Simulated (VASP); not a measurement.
# SiC (F-43m) in VASP: notebook

Aim: see how the results for SiC move with the level of theory and the settings. Levels: PBEsol, r2SCAN, TB-mBJ. Tasks: band structure.

Everything below comes from runs of VASP 6.6.1. Logs are shortened: lines on timing, memory, paths and dates and some standing lists are left out, and cuts for length are marked.

**Measured values to compare with.**

“Insight into the structural, elastic and electronic properties of a new orthorhombic 6O-SiC polytype”, 2020, pmc:7200658 quotes, for a bulk crystal of SiC: band gap 2.4 eV (indirect).

The runs below are set against these values where they give the same quantity.

## (1) The structure

Symmetry: F-43m, No. 216, cubic system. The conventional cell has a = 4.358 Å, b = 4.358 Å, c = 4.358 Å, α = 90.00°, β = 90.00°, γ = 90.00°. Si (site symmetry -43m) has 4 C at 1.89 Å as nearest neighbours. C (site symmetry -43m) has 4 Si at 1.89 Å as nearest neighbours.

The cell is a database's computed one.

## (2) Band structure, PBEsol

Contents of POSCAR:

```
SiC
1.0
    0.0000000000      2.1791100000      2.1791100000
    2.1791100000      0.0000000000      2.1791100000
    2.1791100000      2.1791100000      0.0000000000
Si C
1 1
Direct
    0.7500000000      0.7500000000      0.7500000000
    0.0000000000      0.0000000000      0.0000000000
```

Contents of INCAR.step1:

```
PREC = Accurate
ENCUT = 520
EDIFF = 1E-7
ISMEAR = 0
SIGMA = 0.02
LREAL = False
LASPH = True
NELM = 80
ALGO = Fast
ISIF = 2
LWAVE = False
LCHARG = True
GGA = PS
NBANDS = 11
```

Contents of KPOINTS.step1:

```
Automatic mesh
0
Gamma
  10 10 10
```

Contents of INCAR.step2:

```
PREC = Accurate
ENCUT = 520
EDIFF = 1E-7
ISMEAR = 0
SIGMA = 0.05
LREAL = False
LASPH = True
NELM = 80
ALGO = Fast
ISIF = 2
LWAVE = False
LCHARG = False
GGA = PS
NBANDS = 11
ICHARG = 11
```

Contents of KPOINTS.step2:

```
path GXWKGLUWLK,UX
15
line-mode
reciprocal
 0.0000000000  0.0000000000  0.0000000000  G
 0.5000000000  0.0000000000  0.5000000000  X

 0.5000000000  0.0000000000  0.5000000000  X
 0.5000000000  0.2500000000  0.7500000000  W

 0.5000000000  0.2500000000  0.7500000000  W
 0.3750000000  0.3750000000  0.7500000000  K

 0.3750000000  0.3750000000  0.7500000000  K
 0.0000000000  0.0000000000  0.0000000000  G

 0.0000000000  0.0000000000  0.0000000000  G
 0.5000000000  0.5000000000  0.5000000000  L

 0.5000000000  0.5000000000  0.5000000000  L
 0.6250000000  0.2500000000  0.6250000000  U

 0.6250000000  0.2500000000  0.6250000000  U
 0.5000000000  0.2500000000  0.7500000000  W

 0.5000000000  0.2500000000  0.7500000000  W
 0.5000000000  0.5000000000  0.5000000000  L

 0.5000000000  0.5000000000  0.5000000000  L
 0.3750000000  0.3750000000  0.7500000000  K

 0.6250000000  0.2500000000  0.6250000000  U
 0.5000000000  0.0000000000  0.5000000000  X
```

Potentials or basis: VASP PAW PBE potentials, release 64 (Si, C).

The run is started by

```sh
$ cat potpaw_PBE.64/Si/POTCAR potpaw_PBE.64/C/POTCAR > POTCAR
$ cp INCAR.step1 INCAR
$ cp KPOINTS.step1 KPOINTS
$ mpirun -np 1 vasp_std > vasp.out
$ cp INCAR.step2 INCAR
$ cp KPOINTS.step2 KPOINTS
$ mpirun -np 1 vasp_std > vasp.out
```

OUTCAR:

```text
PREC = Accurate
   ENCUT = 520
   EDIFF = 1E-7
   ISMEAR = 0
   LREAL = False
   LASPH = True
   NELM = 80
   ISIF = 2
   GGA = PS
   ICHARG = 11

 ion  position               nearest neighbor table
   1  0.750  0.750  0.750-   2 1.89   2 1.89   2 1.89   2 1.89
   2  0.000  0.000  0.000-   1 1.89   1 1.89   1 1.89   1 1.89

  LATTYP: Found a face centered cubic cell.
 ALAT       =     4.3582200000

  Lattice vectors:

 A1 = (   0.0000000000,   2.1791100000,   2.1791100000)
 A2 = (   2.1791100000,   0.0000000000,   2.1791100000)
 A3 = (   2.1791100000,   2.1791100000,   0.0000000000)

Analysis of symmetry for initial positions (statically):
=====================================================================
 Subroutine PRICEL returns:
 Original cell was already a primitive cell.

 Routine SETGRP: Setting up the symmetry group for a
 face centered cubic supercell.

 Subroutine GETGRP returns: Found 24 space group operations
 (whereof 24 operations were pure point group operations)
 out of a pool of 48 trial point group operations.

The static configuration has the point symmetry T_d .

Analysis of symmetry for dynamics (positions and initial velocities):
=====================================================================
 Subroutine PRICEL returns:
 Original cell was already a primitive cell.

 Routine SETGRP: Setting up the symmetry group for a
 face centered cubic supercell.

 Subroutine GETGRP returns: Found 24 space group operations
 (whereof 24 operations were pure point group operations)
 out of a pool of 48 trial point group operations.

The dynamic configuration has the point symmetry T_d .

 Subroutine INISYM returns: Found 24 space group operations
 (whereof 24 operations are pure point group operations),
 and found     1 'primitive' translations

----------------------------------------------------------------------------------------

                                     Primitive cell

  volume of cell :      20.6951

  direct lattice vectors                    reciprocal lattice vectors
     0.000000000  2.179110000  2.179110000    -0.229451473  0.229451473  0.229451473
     2.179110000  0.000000000  2.179110000     0.229451473 -0.229451473  0.229451473
     2.179110000  2.179110000  0.000000000     0.229451473  0.229451473 -0.229451473

  length of vectors
     3.081726916  3.081726916  3.081726916     0.397421610  0.397421610  0.397421610

  position of ions in fractional coordinates (direct lattice)
     0.750000000  0.750000000  0.750000000
     0.000000000  0.000000000  0.000000000

  ion indices of the primitive-cell ions
   primitive index   ion index
                 1           1
                 2           2

----------------------------------------------------------------------------------------

 KPOINTS: path GXWKGLUWLK,UX

Interpolating k-points between supplied coordinates.

 Line segments in fractional coordinates (reciprocal lattice):
    0.000000  0.000000  0.000000  ...  0.500000  0.000000  0.500000
    0.500000  0.000000  0.500000  ...  0.500000  0.250000  0.750000
    0.500000  0.250000  0.750000  ...  0.375000  0.375000  0.750000
    0.375000  0.375000  0.750000  ...  0.000000  0.000000  0.000000
    0.000000  0.000000  0.000000  ...  0.500000  0.500000  0.500000
    0.500000  0.500000  0.500000  ...  0.625000  0.250000  0.625000
    0.625000  0.250000  0.625000  ...  0.500000  0.250000  0.750000
    0.500000  0.250000  0.750000  ...  0.500000  0.500000  0.500000
    0.500000  0.500000  0.500000  ...  0.375000  0.375000  0.750000
    0.625000  0.250000  0.625000  ...  0.500000  0.000000  0.500000

 Generated    15 points on each line segment, for a total of    150 k-points:

 Following reciprocal coordinates:
            Coordinates               Weight
  0.000000  0.000000  0.000000      0.006667
  0.035714  0.000000  0.035714      0.006667
  0.071429  0.000000  0.071429      0.006667
  0.107143  0.000000  0.107143      0.006667
  0.142857  0.000000  0.142857      0.006667
  0.178571  0.000000  0.178571      0.006667
[... 51 lines left out ...]
      1      -7.2344      2.00000
      2       7.6466      2.00000
      3       7.7966      2.00000
      4       7.7966      2.00000
      5      14.5380      0.00000
      6      15.0050      0.00000
      7      15.6735      0.00000
      8      15.6735      0.00000
      9      20.9458      0.00000
     10      22.6607      0.00000
     11      24.8148      0.00000

 k-point     4 :       0.1071    0.0000    0.1071
  band No.  band energies     occupation
      1      -7.0680      2.00000
      2       7.2019      2.00000
      3       7.5145      2.00000
      4       7.5145      2.00000
      5      14.3781      0.00000
      6      15.1003      0.00000
      7      16.1011      0.00000
      8      16.1011      0.00000
      9      19.8840      0.00000
     10      22.8474      0.00000
     11      25.4604      0.00000

 k-point     5 :       0.1429    0.0000    0.1429
  band No.  band energies     occupation
      1      -6.8361      2.00000
      2       6.6601      2.00000
      3       7.1765      2.00000
      4       7.1765      2.00000
      5      13.8897      0.00000
      6      15.3321      0.00000
      7      16.6373      0.00000
      8      16.6373      0.00000
      9      19.0631      0.00000
     10      23.1084      0.00000
     11      26.2691      0.00000
[... 211 lines left out ...]
 k-point    21 :       0.5000    0.0893    0.5893
  band No.  band energies     occupation
      1      -2.2378      2.00000
      2       0.3877      2.00000
      3       4.3037      2.00000
      4       4.3281      2.00000
      5      10.2651      0.00000
      6      13.1786      0.00000
      7      20.8324      0.00000
      8      22.0017      0.00000
      9      22.0722      0.00000
     10      26.6306      0.00000
     11      29.4589      0.00000

 k-point    22 :       0.5000    0.1071    0.6071
  band No.  band energies     occupation
      1      -2.2134      2.00000
      2       0.4570      2.00000
      3       4.1322      2.00000
      4       4.1415      2.00000
      5      10.6239      0.00000
      6      13.5460      0.00000
      7      20.3958      0.00000
      8      21.6760      0.00000
      9      22.0844      0.00000
     10      26.3334      0.00000
     11      29.3615      0.00000

 k-point    23 :       0.5000    0.1250    0.6250
  band No.  band energies     occupation
      1      -2.1870      2.00000
      2       0.5356      2.00000
      3       3.9459      2.00000
      4       3.9636      2.00000
      5      11.0095      0.00000
      6      13.9567      0.00000
      7      19.9289      0.00000
      8      21.2826      0.00000
      9      22.1060      0.00000
     10      26.0831      0.00000
     11      29.2849      0.00000

 k-point    24 :       0.5000    0.1429    0.6429
  band No.  band energies     occupation
      1      -2.1601      2.00000
      2       0.6214      2.00000
      3       3.7490      2.00000
      4       3.8051      2.00000
      5      11.4112      0.00000
      6      14.4042      0.00000
      7      19.4473      0.00000
      8      20.8358      0.00000
      9      22.1285      0.00000
     10      25.8790      0.00000
     11      29.2252      0.00000

 [... further k-points ...]
[... 5 lines left out ...]
  --------------------------------------------------------------------------------------
  -------------------------------------------------------------------------------------
  Total       -0.5196917     -0.5196917     -0.5196917     -0.0000000     -0.0000000     -0.0000000
  in kB      -40.2335983    -40.2335983    -40.2335983     -0.0000000     -0.0000000     -0.0000000
  external PRESSURE =     -40.2335983 kB  Pullay stress =       0.0000000 kB

 VOLUME and BASIS-vectors are now :
 -----------------------------------------------------------------------------
  energy-cutoff  :      520.00
  volume of cell :       20.70
      direct lattice vectors                 reciprocal lattice vectors
     0.000000000  2.179110000  2.179110000    -0.229451473  0.229451473  0.229451473
     2.179110000  0.000000000  2.179110000     0.229451473 -0.229451473  0.229451473
     2.179110000  2.179110000  0.000000000     0.229451473  0.229451473 -0.229451473

 POSITION                                       TOTAL-FORCE (eV/Angst)
 -----------------------------------------------------------------------------------
      3.26867      3.26867      3.26867         0.000000     -0.000000     -0.000000
      0.00000      0.00000      0.00000        -0.000000      0.000000      0.000000
 -----------------------------------------------------------------------------------
    total drift:                                0.000000      0.000000      0.000000

  FREE ENERGIE OF THE ION-ELECTRON SYSTEM (eV)
  ---------------------------------------------------
  free  energy   TOTEN  =       -16.3712046627 eV

  energy  without entropy=      -16.3712046627  energy(sigma->0) =      -16.37120466
```

Run time: 9.1 s. Hardware: 1 thread of Intel Xeon 6975P-C (Granite Rapids), shared host; peak memory 0.15 GiB.

Results:

| Property | Result |
| --- | --- |
| Band gap on the k mesh | 1.23 eV, indirect (least direct gap 4.44 eV) |
| Band gap along the path | 1.23 eV, indirect (least direct gap 4.44 eV) |

Levels at the corners of the path, in eV from the valence-band top:
| point | band 1 | band 2 | band 3 | band 4 | band 5 | band 6 | band 7 | band 8 | band 9 |
| --- | --- | --- | --- | --- | --- | --- | --- | --- | --- |
| Γ | -15.42 | 0.00 | 0.00 | 0.00 | 6.19 | 7.24 | 7.24 | 7.24 | 14.46 |
| X | -10.36 | -7.83 | -3.21 | -3.21 | 1.23 | 4.20 | 13.95 | 13.95 | 14.68 |
| X | -10.36 | -7.83 | -3.21 | -3.21 | 1.23 | 4.20 | 13.95 | 13.95 | 14.68 |
| W | -10.12 | -7.04 | -5.05 | -4.75 | 5.12 | 9.37 | 9.42 | 9.63 | 14.16 |
| W | -10.12 | -7.04 | -5.05 | -4.75 | 5.12 | 9.37 | 9.42 | 9.63 | 14.16 |
| K | -10.35 | -7.30 | -5.61 | -2.61 | 2.99 | 7.68 | 11.77 | 12.38 | 12.95 |
| K | -10.35 | -7.30 | -5.61 | -2.61 | 2.99 | 7.68 | 11.77 | 12.38 | 12.95 |
| Γ | -15.42 | 0.00 | 0.00 | 0.00 | 6.19 | 7.24 | 7.24 | 7.24 | 14.46 |
| Γ | -15.42 | 0.00 | 0.00 | 0.00 | 6.19 | 7.24 | 7.24 | 7.24 | 14.46 |
| L | -11.82 | -8.60 | -1.06 | -1.06 | 5.37 | 7.14 | 7.14 | 9.91 | 16.01 |
| L | -11.82 | -8.60 | -1.06 | -1.06 | 5.37 | 7.14 | 7.14 | 9.91 | 16.01 |
| U | -10.35 | -7.30 | -5.61 | -2.61 | 2.99 | 7.68 | 11.77 | 12.38 | 12.95 |
| U | -10.35 | -7.30 | -5.61 | -2.61 | 2.99 | 7.68 | 11.77 | 12.38 | 12.95 |
| W | -10.12 | -7.04 | -5.05 | -4.75 | 5.12 | 9.37 | 9.42 | 9.63 | 14.16 |
| W | -10.12 | -7.04 | -5.05 | -4.75 | 5.12 | 9.37 | 9.42 | 9.63 | 14.16 |
| L | -11.82 | -8.60 | -1.06 | -1.06 | 5.37 | 7.14 | 7.14 | 9.91 | 16.01 |
| L | -11.82 | -8.60 | -1.06 | -1.06 | 5.37 | 7.14 | 7.14 | 9.91 | 16.01 |
| K | -10.35 | -7.30 | -5.61 | -2.61 | 2.99 | 7.68 | 11.77 | 12.38 | 12.95 |
| U | -10.35 | -7.30 | -5.61 | -2.61 | 2.99 | 7.68 | 11.77 | 12.38 | 12.95 |
| X | -10.36 | -7.83 | -3.21 | -3.21 | 1.23 | 4.20 | 13.95 | 13.95 | 14.68 |

Caveat: the log is that of the step along the path at fixed density, whose energy, stress, charges and moments have no meaning; the PAW data sets were made with another functional, which shifts forces and pressure a little.

[end of part 1 of 2]
